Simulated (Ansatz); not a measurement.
SiO₂: the gap under pressure

SiO₂, Imma, a = 5.287 Å, b = 9.650 Å, c = 8.943 Å. This isn't the usual stable structure of the compound. Ansatz: PBE, PAW, 420 eV, Γ-centred 6×6×6 mesh on 12 atoms, Gaussian smearing 0.02 eV; no spin polarisation. Cell and atoms are relaxed at each pressure, and no other structure is tried, so the rows at high pressure may lie past a change of phase. The gap is sought over the whole zone. The pressures are the targets, met within 0.05 GPa.

```tsv
P (GPa)	gap y (eV)
-1.0	?
0.0	5.386
1.0	5.386
4.0	5.468
12.0	5.526
25.0	5.249
```

**Question.** Fit y = E0 + αP + βP² to the other rows and predict the missing gap.

**Answer.** Least squares on the rows shown. y = 5.3735 + 0.028748 P − 0.0013485 P². So α = 28.7 meV/GPa, but an edge moves to another point of the zone between 0 and 1 GPa, so this isn't the slope at zero pressure. With a term in P³ added, the coefficient of P becomes 0.02540, 12 % less, which shows how far this figure hangs on the form. At P = -1.0 the fit asked for gives 5.343 eV. The run gave 5.375 eV, so the fit is 0.032 eV too low, 12 % of the span of the series, against an rms of 0.009 eV on the fitted rows. The row lies outside the fitted range. With a term in P³ added, a fit to the same known rows predicts 5.350 eV, which recovers part of the miss; the known rows don't hold the rest. Also, among the fitted rows a band edge sits at another point of the zone at 1, 4, 12, 25 GPa than at zero pressure, so one curve spans more than one gap, which can bend the series.

Semilocal functionals give gaps under the measured ones; changes of the gap mostly carry over better.